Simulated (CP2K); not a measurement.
BN, 4 atoms in the cell. It takes space group P6_3/mmc (No. 194, hexagonal). Conventional cell: a = 2.498 Å, b = 2.498 Å, c = 6.636 Å, α = 90.00°, β = 90.00°, γ = 120.00°. Around N (site symmetry -6m2) lie 3 B at 1.44 Å. B (site symmetry -6m2) is surrounded by 3 N at 1.44 Å. 

| Property | Result |
| --- | --- |
| Program | CP2K 2026.2 |
| Task | single point |
| Functional | PBE |
| Potentials or basis | POTENTIAL_UZH N GTH-PBE-q5, B GTH-PBE-q3; TZVP-MOLOPT-PBE-GTH basis |
| Density cutoff | 6123 eV |
| k mesh | 12 × 12 × 4 |
| Occupations | gaussian, width 0.02 eV |
| Spin | no spin polarisation |
| SCF solver | diagonalisation with k points |
| Quickstep method | GPW |
| EPS_DEFAULT | 1.0E-10 |
| EPS_SCF | 1.0E-6 |
| MAX_SCF | 100 |
| SCF_GUESS | ATOMIC |
| k points reduced by the point group | yes |
| Mesh centred on Gamma | yes |
| CHOLESKY | OFF |
| EPS_EIGVAL | 1.0E-7 |
| MIXING METHOD | BROYDEN_MIXING |
| MIXING ALPHA | 0.4 |
| NBUFFER | 8 |
| NGRIDS | 5 |
| Basis sets | N TZVP-MOLOPT-PBE-GTH-q5, B TZVP-MOLOPT-PBE-GTH-q3 |
| Potentials | N GTH-PBE-q5 of POTENTIAL_UZH, B GTH-PBE-q3 of POTENTIAL_UZH |
| ADDED_MOS | [14] |
| REL_CUTOFF (Ry) | 60 Ry |
| MIXING BETA (1/bohr) | 1.5 1/bohr |
| CUTOFF of the grids | 450 Ry |

Potentials or basis: POTENTIAL_UZH N GTH-PBE-q5, B GTH-PBE-q3; TZVP-MOLOPT-PBE-GTH basis.

Launch:

```sh
$ OMP_NUM_THREADS=1 cp2k.psmp -i bn_scf.inp -o bn_scf.out
```

Hardware: 1 thread of Arm Neoverse V1, on a shared host.

**Question.** Estimate the wall time of this run.

**Answer.** It took 50 s on 1 thread of Arm Neoverse V1, with other jobs on the host, peak memory 0.28 GiB. Counts: scf iterations 15, k points 57, basis 68, bands 22, force evaluations 1.
